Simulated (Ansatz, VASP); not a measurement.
One calculation of Au, two programs

INCAR

```
SYSTEM = Au
ALGO = Fast ; EDIFF = 1E-6
ENCUT = 520 ; GGA = PE
ISIF = 2 ; ISMEAR = 0
LASPH = .TRUE. ; LCHARG = .TRUE.
LELF = .TRUE. ; LREAL = .FALSE.
LVHAR = .TRUE. ; LWAVE = .FALSE.
NBANDS = 12 ; NELM = 100
PREC = Accurate ; SIGMA = 0.15
```

Contents of KPOINTS:

```
k-points
0
G
  20 20 20
  0 0 0
```

POSCAR

```
Au
1.0
    0.0000000000      1.9432250000      2.0966375000
    1.9432250000      0.0000000000      2.0966375000
    1.9432250000      1.9432250000      0.0000000000
Au
1
Direct
    0.0000000000      0.0000000000      0.0000000000
```

Input for Ansatz:

```yaml
crystal:
  lattice:
    - [0.0, 1.943225, 2.0966375]
    - [1.943225, 0.0, 2.0966375]
    - [1.943225, 1.943225, 0.0]
  atoms:
    - { symbol: Au, position: [0.0, 0.0, 0.0] }
basis:
  ecutwfc: 420
kpoints:
  mp_grid: { grid: [20, 20, 20] }
hamiltonian:
  xc: pbe
scf:
  occupations: { method: gaussian, width: 0.15 }
output:
  forces: true
  stress: true
  eigenvalues: true
```

Change from the starting cell: strain -0.050 along x and y, +0.025 along z, atoms carried along.

Alike in both runs: task single point; functional PBE; k mesh 20 × 20 × 20; occupations gaussian, width 0.15 eV; no spin polarisation.

|  | VASP | Ansatz |
| --- | --- | --- |
| version | VASP 6.6.1 | Ansatz 0.2.0 |
| potentials or method | VASP PAW PBE potentials, release 64 (Au) | scalar-relativistic, plane waves, PAW |
| plane-wave cutoff (eV) | 520 | 420 |
| valence electrons in the cell | 11 | 19 |

|  | VASP | Ansatz | Ansatz less VASP |
| --- | --- | --- | --- |
| gap on the k mesh at the Fermi level (eV) | none | none | - |
| pressure (GPa) | 25.6 | 26.0 | +0.34 |
| largest component of the traceless stress (GPa) | 3.06 | 3.07 | +0.011 |

A gap of «none» marks a metal or a gap that the smearing closes. With one functional, cell and mesh, what is left measures potentials, basis and numerics. The two sets of potentials don't hold the same shells in valence.

Caveats: so large a pressure means that the cell lies far from this level's equilibrium, or that cutoff or potentials fall short (VASP). The runs have no spin-orbit coupling, so splittings on Au are missing.
